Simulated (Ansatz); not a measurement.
## H under changes of volume

One of the cells (13.946 Å³/atom); the others are scaled copies at fixed shape and fractional positions:

```
CELL_PARAMETERS angstrom
2.62348 -2.56690 0.00000
2.62348 2.56690 0.00000
0.00000 0.00000 4.14182
ATOMIC_POSITIONS crystal
H 0.04670 0.95330 0.93149
H 0.54670 0.45330 0.56851
H 0.45330 0.54670 0.43149
H 0.95330 0.04670 0.06851
```

* Program: Ansatz 0.2.0
* Functional: PBE
* Potentials or basis: Ansatz PAW
* Cutoff: 420 eV (not typed: the program's choice for these potentials)
* k mesh: 7 × 7 × 7
* Occupations: fermi-dirac, width 0.05 eV
* Spin: no spin polarisation

```tsv
volume (Å³/atom)	energy over the lowest point (meV/atom)	pressure (GPa)	gap on the mesh (eV)	largest force (eV/Å)
13.109	5.69	1.4	9.43	0.841
13.388	3.50	1.1	9.41	0.642
13.667	1.89	0.8	9.38	0.452
13.946	0.78	0.5	9.36	0.270
14.225	0.16	0.2	9.33	0.097
14.504	0.00	0.0	9.31	0.070
14.783	?	?	?	?
```

Q: What does the run at 14.783 Å³/atom give?

A: Energy over the lowest point 0.25 meV/atom; pressure -0.3 GPa; gap on the mesh 9.28 eV; largest force 0.229 eV/Å.

Worked out: A Birch-Murnaghan fit of order 3 (a polynomial in V^(-2/3)) to the other rows has its minimum at 14.47 Å³/atom with B0 = V·E''(V) = 12.7 GPa (rough, since the energies scatter) at fixed shape and positions, which overstates the stiffness. It gives 0.26 meV/atom at 14.783 Å³/atom, against the run's 0.25, and -dE/dV = -0.3 GPa, against -0.3. A straight line through the other rows of the gap, of slope -1.21 eV per unit of ln V, extrapolates to 9.29 eV, against the run's 9.28.

Energies are extrapolated to zero smearing.

Caveats: odd divisions of the mesh miss points on the zone boundary, where band edges often lie, so the gap on the mesh can be too wide.

A mesh can miss the band edges.
